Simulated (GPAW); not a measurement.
Input of a GPAW 26.7.0 run:

Contents of run.py:

```python
from ase import Atoms
from ase.dft.bandgap import bandgap
from ase.io import write
from ase.units import GPa
from gpaw import GPAW, PW

atoms = Atoms(['In', 'In'],
              cell=[[3.335484782, 0.0, 0.0],
                    [-1.667742391, 2.8886145552, 0.0],
                    [0.0, 0.0, 5.50914292]],
              scaled_positions=[[0.6666666667, 0.3333333333, 0.75],
                                [0.3333333333, 0.6666666667, 0.25]],
              pbc=True)

calc = GPAW(mode=PW(600),
            xc='LDA',
            kpts={'size': (7, 7, 4), 'gamma': True},
            occupations={'name': 'fermi-dirac', 'width': 0.05},
            nbands=23,
            convergence={'density': 1e-05, 'energy': 1e-05},
            maxiter=150,
            txt='gpaw.txt')
atoms.calc = calc
energy = atoms.get_potential_energy()
forces = atoms.get_forces()
stress = atoms.get_stress()
calc.write('gs.gpw')
write('result.traj', atoms)
print(f'Energy: {energy:.6f} eV')
print('Forces (eV/A):')
print(forces.round(4))
print('Stress (GPa):', (stress / GPa).round(3))
print('Fermi level:', round(calc.get_fermi_level(), 4), 'eV')
print(f'Gap: {bandgap(calc)[0]:.4f} eV, direct: {bandgap(calc, direct=True)[0]:.4f} eV')

path = atoms.cell.bandpath('GMKGALHA,LM,KH', npoints=80, eps=1e-4)
bs_calc = calc.fixed_density(kpts=path, symmetry='off', nbands=36,
                             convergence={'bands': 'CBM+6.0', 'eigenstates': 1e-6}, txt='bands.txt')
bs = bs_calc.band_structure()
bs.write('bs.json')
print(f'Gap on the path: {bandgap(bs_calc)[0]:.4f} eV')
```

Potentials or basis: the program's PAW data sets (release 1.2.1) made for this functional, pw.

Command:

```bash
$ OMP_NUM_THREADS=1 python run.py
```

(1) Estimate the pressure.

(2) Estimate the band gap along the path.

Results:

(1) -3.5 GPa.

(2) none (metal or under the smearing width).

Caveat: spin-orbit coupling is left out, which moves the levels of the heavy elements.
